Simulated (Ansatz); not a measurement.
# O: how the settings move a single-point run

Aim: see which settings change the result for O, by how much, and at what cost.

Program: Ansatz 0.2.0. Level of theory: reference: DFT, PBE, PAW with Ansatz's default frozen-core files, scalar-relativistic. These are calculated values, not measurements.

### 1 The starting structure

It takes space group C2/m (No. 12, monoclinic). The conventional cell has a = 5.703 Å, b = 3.325 Å, c = 4.363 Å, α = 90.00°, β = 123.29°, γ = 90.00°. O (site symmetry m) is surrounded by 1 O at 1.22 Å.

As a file:

```xyz
2
Lattice="2.8514 -1.6624 0.0000 2.8514 1.6624 0.0000 -2.3945 0.0000 3.6471" Properties=species:S:1:pos:R:3 pbc="T T T"
O    -0.2274    0.0000    0.5674
O     3.5357    0.0000    3.0797
```

### 2 Reference

Contents of input.yaml:

```yaml
crystal:
  lattice:
    - [2.8514028533, -1.66241594, 0.0]
    - [2.8514028533, 1.66241594, 0.0]
    - [-2.3944914034, 0.0, 3.6470501824]
  atoms:
    - { symbol: O, position: [0.02545383, 0.02545383, 0.15557402], spin: 0.6 }
    - { symbol: O, position: [0.97454617, 0.97454617, 0.84442598], spin: 0.6 }
magnetization:
  spin_polarized: true
  magnetic_field: 500
kpoints:
  mp_grid: { grid: [10, 10, 8] }
scf:
  occupations: { method: fermi_dirac, width: 0.05 }
  convergence: { dr2_threshold: 1.0e-10 }
  lower_state_search: "off"
hamiltonian:
  xc: pbe
  pseudopotentials: { kind: paw }
output:
  forces: true
  stress: true
  eigenvalues: true
```

On the command line:

```
$ ansatz run input.yaml --threads 1 --pin off --max-ram 3072MiB --backend cpu --events-out ev --progress --plain --runs-dir out
```

### 3 Variant: mp_grid.grid [5, 5, 4], pseudopotentials.kind nc

Changes to input.yaml since step 2:

```diff
@@ -12,3 +12,3 @@
 kpoints:
-  mp_grid: { grid: [10, 10, 8] }
+  mp_grid: { grid: [5, 5, 4] }
 scf:
@@ -19,3 +19,3 @@
   xc: pbe
-  pseudopotentials: { kind: paw }
+  pseudopotentials: { kind: nc }
 output:
@@ -24 +24,5 @@
   eigenvalues: true
+  write_density: true
+  write_potential: true
+  elf: true
+  volumetric_format: npy
```

**Question.** What will these runs give? Wanted: for each run, ending; energy change; pressure; abs. moment; force.

The runs gave:

```csv
run,ending,energy change,pressure (GPa),abs. moment (μB),force (eV/Å),cycles,time
reference,converged,-,0.7,2.03,0.35,11,10 s
"1: mp_grid.grid [5, 5, 4], pseudopotentials.kind nc",converged,not comparable,0.9,2.04,0.23,10,7.2 s
```

Times don't compare one to one where runs were asked for different outputs or read a saved state (see the inputs); cycles may leave out searches for a lower state.

Residual by cycle in the longest SCF loop of each run; runs are numbered as in the table. The quantity is the density residual dr2, in eV.

```csv
cycle,reference,run 1
1,0.576,0.66
2,0.263,0.202
3,0.00659,0.00792
4,0.00119,9.2e-4
5,1.9e-4,1.3e-4
6,7.0e-5,2.6e-5
7,7.9e-7,9.9e-7
8,3.7e-7,1.0e-8
9,3.1e-7,2.1e-10
10,1.5e-10,3.9e-12
11,4.8e-11,-
```

What this shows: A change of potentials puts the total energy on another scale; the largest force goes from 0.35 to 0.23 eV/Å. The k-point mesh changed too.
